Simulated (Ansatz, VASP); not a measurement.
One calculation of Ga, two programs

```
Ga
1.0
     1.35264   -3.90559   -0.02473
     1.35264    3.90559   -0.02473
    -0.17437    0.00000    3.27660
Ga
2
Direct
  0.86637 0.13363 0.25000
  0.13363 0.86637 0.75000
```

Alike in both runs: functional LDA; k mesh 16 × 16 × 12; occupations gaussian, width 0.1 eV; no spin polarisation.

Ansatz relaxed the structure, and its values are those at the end. VASP's run is a single point on that final structure, the one shown.

|  | VASP | Ansatz |
| --- | --- | --- |
| version | VASP 6.6.1 | Ansatz 0.2.0 |
| potentials or method | VASP PAW LDA potentials, release 64 (Ga_d) | scalar-relativistic, plane waves, PAW |
| plane-wave cutoff (eV) | 520 | 420 |
| valence electrons in the cell | 26 | 26 |

Ansatz gave:

```
gap on the k mesh at the Fermi level (eV) : none
pressure (GPa)                            : 0.0
```

Task: Estimate VASP's values.

Result: gap on the k mesh at the Fermi level (eV): none; pressure (GPa): 0.1.

A gap of «none» marks a metal or a gap that the smearing closes.
